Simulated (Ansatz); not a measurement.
Take a crystal in which Ca has been replaced by Ba on all its sites, with the cell rescaled by a rough guess (in some cases also distorted within its space group) and nothing relaxed:

```
CELL_PARAMETERS angstrom
4.58162 0.00000 0.00000
-2.29081 3.96780 0.00000
0.00000 0.00000 6.84075
ATOMIC_POSITIONS crystal
Ba 0.33333 0.66667 0.25000
Ba 0.66667 0.33333 0.75000
```

Computed with Ansatz, DFT PBE, scalar-relativistic, plane waves, PAW.

Plane waves to 420 eV, a k mesh through Γ of 12×12×6 on the computed 2-atom cell and Gaussian smearing (0.10 eV); no spin polarisation.

Question: Will this cell want to expand or contract, and how hard?

Answer: The pressure is 0.1 GPa (positive in compression), so the cell would hardly change its volume.

Question: Is it a metal on this mesh?

Answer: Yes, a band crosses the Fermi level.

Spin-orbit coupling is left out, which matters for the bands of heavy elements.

This form isn't the element's structure at ambient conditions.